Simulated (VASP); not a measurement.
Runs of VASP 6.6.1 on K. The structure is cubic, space group Im-3m (No. 229). The conventional cell has a = 5.395 Å, b = 5.395 Å, c = 5.395 Å, α = 90.00°, β = 90.00°, γ = 90.00°. 

| task | level | potentials or basis | smearing | gap on the mesh (eV) | pressure (GPa) |
| --- | --- | --- | --- | --- | --- |
| single point | LDA | VASP PAW LDA potentials, release 54 (K_sv) | gaussian 0.1 eV | none | -0.6 |
| single point | PBE | VASP PAW PBE potentials, release 64 (K_sv) | fermi-dirac 0.05 eV | none | -0.2 |
| single point | RPBE | VASP PAW PBE potentials, release 54 (K_sv) | gaussian 0.05 eV | none | (a) |
| single point | TB-mBJ | VASP PAW PBE potentials, release 64 (K_sv) | gaussian 0.05 eV | none | - |
| electron localisation function | revPBE+D3(BJ) | VASP PAW PBE potentials, release 64 (K_sv) | gaussian 0.05 eV | none | -0.4 |

Alike in all rows: no spin polarisation; cell as given; k mesh 7 × 7 × 7; cutoff (eV) 520.

Q: Fill in the values left out.

A: (a) 0.1.

Caveats: the PAW data sets were made with another functional, which shifts forces and pressure a little (some runs); pairwise dispersion overbinds metals, which lowers pressure and volume (some runs).

A k mesh can miss the band edges.

A gap of «none» marks a metal or a gap under the smearing width.

Not every run made on this cell is shown here.
